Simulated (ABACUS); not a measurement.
Runs of ABACUS 3.10.1 on ZrB2. Symmetry: P6/mmm, No. 191, hexagonal system. The conventional cell has a = 3.170 Å, b = 3.170 Å, c = 3.533 Å, α = 90.00°, β = 90.00°, γ = 120.00°. Zr (site symmetry 6/mmm) is surrounded by 12 B at 2.54 Å. B (site symmetry -6m2) is surrounded by 3 B at 1.83 Å. 

```csv
task,level,U,k mesh,SCF threshold on the density,max SCF steps,mixing share,symmetry key,threshold to restart the mixing,mesh quality,gap on the mesh (eV),pressure (GPa)
single point,LDA+U,Zr d U = 8 eV,5 × 5 × 4,1e-06,120,0.2,-1,0.0005,coarse,none,7.9
single point,LDA,-,5 × 5 × 4,1e-07,100,0.7,1,-,coarse,none,-7.6
single point,LDA+U,Zr d U = 4 eV,5 × 5 × 4,1e-06,120,0.2,-1,0.0005,coarse,none,-0.2
single point,LDA+U,Zr d U = 6 eV,5 × 5 × 4,1e-06,120,0.2,-1,0.0005,coarse,none,(b)
single point,LDA+U,Zr d U = 2 eV,5 × 5 × 4,1e-06,120,0.2,-1,0.0005,coarse,none,(a)
```

Alike in all rows: potentials or basis PseudoDojo NC SR 0.4.1 LDA standard, DZP LCAO (the cutoffs set its grid); no spin polarisation; cell as given; cutoff (eV) 1361; smearing fermi-dirac 0.05 eV.

Fill in the values left out.

(a) -4.0; (b) 3.8.

Caveats: all runs use coarse meshes; the atomic orbitals were generated for these runs and aren't a published set; the basis of atomic orbitals isn't converged, which shifts pressures, moduli and gaps; U without spin polarisation on a metal has little footing (some runs); the U is typed as a test and isn't derived for this compound (some runs).

A k mesh can miss the band edges, and the runs leave out spin-orbit coupling on Zr.

A gap of «none» marks a metal or a gap under the smearing width.

Runs at the PBE level aren't shown here.
